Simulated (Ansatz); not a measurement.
Runs of Ansatz 0.2.0 on Mo. The structure is cubic, space group Im-3m (No. 229). Conventional cell: a = 3.168 Å, b = 3.168 Å, c = 3.168 Å, α = 90.00°, β = 90.00°, γ = 90.00°. Around Mo (site symmetry m-3m) lie 8 Mo at 2.74 Å. 

```csv
task,level,potentials or basis,spin,cell,k mesh,cutoff (eV),smearing,gap on the mesh (eV),pressure (GPa)
relaxation of cell and atoms,BLYP+D4,"all-electron LAPW, scalar-relativistic",off,relaxed,12 × 12 × 12,-,fermi-dirac 0.05 eV,-,0.0
band structure,PBEsol+D4,"all-electron LAPW, relativistic spinors","SOC, no magnetisation",cell strained at random at fixed volume,9 × 9 × 9,257,methfessel-paxton 0.2 eV,-,(a)
elastic constants,LDA,"all-electron LAPW, scalar-relativistic",off,as given,9 × 9 × 9,264,fermi-dirac 0.05 eV,none,-14.3
single point,LDA,"all-electron LAPW, scalar-relativistic",off,as given,12 × 12 × 12,248,gaussian 0.02 eV,none,-14.2
```

Alike in all rows: basis error allowed 0.001 eV/atom.

Task: Estimate the missing entries.

Result: (a) -12.7.

Caveats: the k mesh is thin for a metal, which can move the energy by tens of meV per atom (some runs); pairwise dispersion overbinds metals, which lowers pressure and volume (some runs); a metal's response needs a denser mesh (some runs); the cell is more than 3 GPa from zero pressure, which shifts response properties (some runs); elastic constants of metals need much finer meshes, so these are rough (some runs).

A k mesh can miss the band edges, and rows without SOC leave out spin-orbit coupling on Mo.

A gap of «none» marks a metal or a gap under the smearing width.

Runs at the PBE level aren't shown here.
